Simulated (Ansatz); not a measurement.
## Pressure series in LiH

Start from LiH in the rock salt structure (space group Fm-3m, No. 225; a = 4.007 Å).

Cell and atoms are relaxed at each pressure.

The values are results of PBE (Ansatz, a first-principles code; PAW; 420 eV plane waves; scalar-relativistic without spin-orbit coupling), not measurements.

| P (GPa) | V (Å³/atom) |
|---|---|
| -2.00 | 8.547 |
| -1.00 | 8.278 |
| 0.30 | 7.977 |
| 0.70 | 7.894 |
| 1.50 | 7.737 |
| 3.00 | 7.475 |
| 5.00 | 7.176 |
| 7.50 | 6.861 |
| 10.00 | 6.595 |

Fit a third-order Birch–Murnaghan equation of state.

Least squares on P(V) = (3B₀/2)[(V₀/V)^(7/3) − (V₀/V)^(5/3)]·[1 + (3/4)(B₀′ − 4)((V₀/V)^(2/3) − 1)] gives V₀ = 8.04 Å³/atom, B₀ = 36 GPa and B₀′ = 3.4.

Measured bulk modulus of LiH: 40.1 GPa (static lattice; corrected from measurement; as listed in Daniel Mejia-Rodriguez, S. B. Trickey, Phys. Rev. B (2018)); the computed value is 9 % below it.

Between the base and pressure 3 GPa the gap moves from 2.98 eV to 2.93 eV, a mean slope of -20 meV/GPa.

Load acts through the strain it causes; cell and atoms are relaxed under it. Whether these cells are dynamically stable was not tested. Competing high-pressure phases were not computed.
